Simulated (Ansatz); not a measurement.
## Ta2N (P-3m1) under several functionals

Plane-wave DFT in Ansatz with scalar-relativistic PAW potentials. The same structure was relaxed (cell and atoms, symmetry kept) in separate runs at each level. Whether it is the stable form of this composition wasn't checked. No spin polarisation.

Question: How do the levels PBE, PBEsol, r2SCAN compare?

Answer:
| level | cutoff (eV) | k mesh | V (Å³/atom) | a (Å) | c (Å) | B0 (GPa) |
| --- | --- | --- | --- | --- | --- | --- |
| PBEsol | 420 | 18×18×10 | 13.197 | 3.079 | 4.823 | 284 |
| r2SCAN | 500 | 15×15×10 | 13.349 | 3.074 | 4.895 | 289 |
| PBE | 420 | 18×18×10 | 13.553 | 3.101 | 4.882 | 268 |

The usual order of volumes, PBEsol < PBE, holds here (13.197, 13.553 Å³/atom). As a rule PBEsol, built on the gradient expansion of slowly varying densities, lies between LDA and PBE; PBE's stronger gradient term for exchange weakens bonds. r2SCAN lies 1.5 % under PBE in volume. B0 goes from 283.6 to 267.9 GPa as the volume grows by 2.7 %; on one curve with B' = 4.6 the volume alone, B ∝ V^(−B'), would give 250.7 GPa, and the rest of the difference is the functional's own stiffness.

Spin–orbit coupling is left out, which can shift energies with elements as heavy as these. Spin polarisation was left out, and a magnetic state may lie lower.